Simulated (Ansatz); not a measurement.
Set up this calculation in Ansatz 0.2.0, as the native input.

```yaml
Task: band structure
Functional: RPBE
Potentials_or_basis: Ansatz PAW
Cutoff: "420 eV (not typed: the program's choice for these potentials)"
k_mesh: 6 × 6 × 9
Occupations: fermi-dirac, width 0.05 eV
Spin: collinear spin, ferromagnetic start
Starting_moments: "[2.0, 2.0, 0.0, 0.0, 0.0, 0.0] μB"
Path: "[[\"G\", \"X\", \"M\", \"G\", \"Z\", \"R\", \"A\", \"Z\"], [\"X\", \"R\"], [\"M\", \"A\"]]"
Points_for_each_segment_of_the_path: 14
```

The system is VO2.

```xyz
6
Lattice="4.5072 0.0000 0.0000 0.0000 4.5072 0.0000 0.0000 0.0000 3.0444" Properties=species:S:1:pos:R:3 pbc="T T T"
V     2.2536    2.2536    1.5222
V     0.0000    0.0000    0.0000
O     0.9031    3.6041    1.5222
O     3.6041    0.9031    1.5222
O     3.1567    3.1567    0.0000
O     1.3505    1.3505    0.0000
```

The cell is a database's computed one.

The input as run:

input.yaml

```yaml
crystal:
  lattice:
    - [4.5072020454, 0.0, 0.0]
    - [0.0, 4.5072020454, 0.0]
    - [0.0, 0.0, 3.04445]
  atoms:
    - { symbol: V, position: [0.5, 0.5, 0.5], spin: 2.0 }
    - { symbol: V, position: [0.0, 0.0, 0.0], spin: 2.0 }
    - { symbol: O, position: [0.200358, 0.799642, 0.5] }
    - { symbol: O, position: [0.799642, 0.200358, 0.5] }
    - { symbol: O, position: [0.700358, 0.700358, 0.0] }
    - { symbol: O, position: [0.299642, 0.299642, 0.0] }
hamiltonian:
  xc: rpbe
  pseudopotentials: { kind: paw }
magnetization:
  spin_polarized: true
kpoints:
  mp_grid: { grid: [6, 6, 9] }
  band_path:
    path:
      - [[0.0, 0.0, 0.0], [0.0, 0.5, 0.0], [0.5, 0.5, 0.0], [0.0, 0.0, 0.0], [0.0, 0.0, 0.5], [0.0, 0.5, 0.5], [0.5, 0.5, 0.5], [0.0, 0.0, 0.5]]
      - [[0.0, 0.5, 0.0], [0.0, 0.5, 0.5]]
      - [[0.5, 0.5, 0.0], [0.5, 0.5, 0.5]]
    npoints: 14
scf:
  occupations: { method: fermi_dirac, width: 0.05 }
  n_extra_bands: 15
output:
  forces: true
  stress: true
  eigenvalues: true
  fatbands: true
  write_density: true
  write_potential: true
  elf: true
  volumetric_format: npy
```

Potentials or basis: Ansatz PAW.

Launch:

```bash
$ ansatz run input.yaml --threads 2 --pin off --max-ram 5632MiB --backend cpu --events-out ev --progress --plain --runs-dir out
```

It gave:

```json
{
 "Pressure": "-3.6 GPa",
 "Largest force": "0.221 eV/Å",
 "Band gap on the k mesh": "none (metal or under the smearing width)",
 "Net moment": "2.00 μB per cell",
 "Absolute moment": "2.65 μB per cell",
 "Site moments": "V +0.87; O -0.07 μB"
}
```

Caveat: the pressure holds a Pulay correction of +0.7 GPa for the finite cutoff; semilocal functionals often make such compounds metallic where correlation or magnetic order opens a gap, which also shifts bond lengths; the PAW data sets come from PBE, with cores solved anew for the run's functional, which leaves a small shift of forces and pressure.

Wall time 42 s on 2 threads of Intel(R) Xeon(R) Processor @ 2.50GHz (Skylake/Cascade Lake) (shared host), peak memory 0.55 GiB.
